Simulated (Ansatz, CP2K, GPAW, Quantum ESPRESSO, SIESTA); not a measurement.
Code comparison for InCuS2 (I-42d, 8 atoms in the cell)

Self-consistent single point, at a second geometry (lattice scaled by 0.98). First geometry:

```yaml
crystal:
  lattice:
    - [-2.80160, 2.80160, 5.64653]
    - [2.80160, -2.80160, 5.64653]
    - [2.80160, 2.80160, -5.64653]
  atoms:
    - { symbol: In, position: [0.50000, 0.50000, 0.00000] }
    - { symbol: In, position: [0.25000, 0.75000, 0.50000] }
    - { symbol: Cu, position: [0.75000, 0.25000, 0.50000] }
    - { symbol: Cu, position: [0.00000, 0.00000, 0.00000] }
    - { symbol: S, position: [0.87500, 0.90380, 0.52880] }
    - { symbol: S, position: [0.09620, 0.62500, 0.97120] }
    - { symbol: S, position: [0.37500, 0.34620, 0.47120] }
    - { symbol: S, position: [0.65380, 0.12500, 0.02880] }
```

Shared settings, as Ansatz (a quantum-chemistry and plane-wave program) writes them: kpoints.mp_grid.grid = 4 4 4; scf.occupations.method = fermi_dirac; scf.occupations.width = 0.05 eV. Potentials and cutoffs stand in the table.

```
code                                                                                                                                model  ΔF from the first geometry (meV/atom)  pressure (GPa)  largest force (eV/Å)       cutoff
----------------  -----------------------------------------------------------------------------------------------------------------------  -------------------------------------  --------------  --------------------  -----------
GPAW                                                                                         PBE, GPAW PAW datasets PBE (gpaw-data 1.0.1)                                   11.2            3.57                 0.060       850 eV
CP2K                                                              PBE, GPW, DZVP-MOLOPT-SR-GTH basis, GTH-PBE potentials (GTH_POTENTIALS)                                   14.3            4.09                 0.160  grid 600 Ry
Ansatz                                                                                                             PBE, default PAW files                                    9.7            3.43                 0.160       420 eV
SIESTA            GGA PBE, numerical atomic orbitals DZP, PseudoDojo PBE standard norm-conserving potentials (rewritten from UPF to PSML)                                    8.1            3.42                 0.191  grid 350 Ry
Quantum ESPRESSO                                                                                PBE, PSlibrary PAW (PBE) pseudopotentials                                   11.1            2.90                 0.190        50 Ry
```

For Quantum ESPRESSO (by 0.7 GPa) the energy change implies a higher mean pressure, against the two pressures, than for the other programs: a sign of finite-basis (Pulay) stress.

On Ansatz's run: spin polarisation is off.

The spread over the programs that give each value: ΔF from the first geometry within 6.2 meV/atom; pressure within 1.19 GPa; largest force within 0.131 eV/Å.

CP2K and SIESTA use small atom-centred bases, whose incompleteness enters pressures, forces and empty levels differently from a plane-wave cutoff. Ansatz's pressure is given at a fixed set of plane waves, as the other plane-wave codes print theirs; with its correction for the finite basis it is 3.48 GPa. In the force vectors, GPAW (by 0.099) lies more than 0.08 eV/Å from the median of the plane-wave programs.

The starting cell comes from a database of computed structures (which also holds hypothetical and non-ambient phases and stackings), without a prior relaxation at this level. Its lattice was rescaled by a random factor within 2.5 % of one. For this run, on top of that: lattice scaled by 0.98.

Keys are those of Ansatz 0.2.
